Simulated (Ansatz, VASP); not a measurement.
**One calculation of GaP, two programs**

INCAR

```
SYSTEM = GaP
PREC = Accurate
ENCUT = 520
EDIFF = 1E-6
ISMEAR = 0
SIGMA = 0.05
LREAL = .False.
LASPH = .True.
NELM = 100
ALGO = Normal
ISIF = 2
LWAVE = .False.
LCHARG = .False.
GGA = PE
NBANDS = 16
```

KPOINTS

```
regular mesh
0
Gamma
  8 8 8
  0 0 0
```

File POSCAR:

```
GaP
1.0
    0.0000000000      2.8901636530      2.7525368124
    2.8901636530      0.0000000000      2.7525368124
    2.8901636530      2.8901636530      0.0000000000
Ga P
1 1
Direct
    0.0000000000      0.0000000000      0.0000000000
    0.7500000000      0.7500000000      0.7500000000
```

Input for Ansatz:

```yaml
crystal:
  lattice:
    - [0.0, 2.890163653, 2.7525368124]
    - [2.890163653, 0.0, 2.7525368124]
    - [2.890163653, 2.890163653, 0.0]
  atoms:
    - { symbol: Ga, position: [0.0, 0.0, 0.0] }
    - { symbol: P, position: [0.75, 0.75, 0.75] }
basis:
  ecutwfc: 420
kpoints:
  mp_grid: { grid: [8, 8, 8] }
hamiltonian:
  xc: pbe
scf:
  occupations: { method: gaussian, width: 0.05 }
output:
  forces: true
  stress: true
  eigenvalues: true
```

Change from the starting cell: strain +0.050 along x and y, +0.000 along z, atoms carried along.

Alike in both runs: task single point; functional PBE; k mesh 8 × 8 × 8; occupations gaussian, width 0.05 eV; no spin polarisation.

|  | VASP | Ansatz |
| --- | --- | --- |
| version | VASP 6.6.1 | Ansatz 0.2.0 |
| potentials or method | VASP PAW PBE potentials, release 64 (Ga_d, P) | scalar-relativistic, plane waves, PAW |
| plane-wave cutoff (eV) | 520 | 420 |
| valence electrons in the cell | 18 | 18 |

```csv
,VASP,Ansatz,Ansatz less VASP
gap on the k mesh at the Fermi level (eV),0.64,0.64,+0.004
least direct gap on the mesh (eV),0.64,0.64,+0.004
pressure (GPa),-6.0,-6.0,+0.03
largest component of the traceless stress (GPa),2.10,2.10,0.000
```

With one functional, cell and mesh, what is left measures potentials, basis and numerics.

A k mesh can miss the band edges.
